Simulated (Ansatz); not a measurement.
## MnS and the effect of the Hubbard U on Mn d

Symmetry: Fm-3m, No. 225, cubic system. Conventional cell: a = 5.209 Å, b = 5.209 Å, c = 5.209 Å, α = 90.00°, β = 90.00°, γ = 90.00°. Mn (site symmetry m-3m) has 6 S at 2.60 Å as nearest neighbours. Around S (site symmetry m-3m) lie 6 Mn at 2.60 Å.

Kept alike: task projected density of states; functional PBEsol; k mesh 9 × 9 × 9; occupations fermi-dirac, width 0.05 eV; collinear spin, ferromagnetic start. Program: Ansatz, Ansatz PAW, cutoff 420 eV. The mesh is that of the run's cell of 2 atoms. No spin-orbit coupling.

```tsv
Hubbard U on Mn d, U (eV)	pressure (GPa)	largest site moment (μB)
0	-7.29	4.18
1	-3.91	4.33
2	-1.21	4.42
3	0.14	4.46
4	1.17	4.49
5	2.16	4.52
6	3.10	?
8	4.87	4.58
```

Pressure is positive in compression, with a Pulay correction for the finite cutoff. The measured crystal is an antiferromagnetic insulator; a metallic or parallel state is the runs' own. How U acts hangs on the program's projectors. The runs hold the magnetic state that their start led to, which needn't be the lowest. Site moments count inside each atom's sphere or projector. All rows use potentials made for PBE. U is the effective U - J on orthogonalised atomic projectors. Double counting: fully localised limit (the default).

Question: Fit the rows shown and predict the run at 6 eV.

Answer: A least-squares cubic through the rows shown is largest site moment = 0.001894 U³ - 0.02989 U² + 0.1675 U + 4.184 (largest miss 0.009); at U = 6 it gives 4.52 μB. The run gave: largest site moment 4.54 μB.
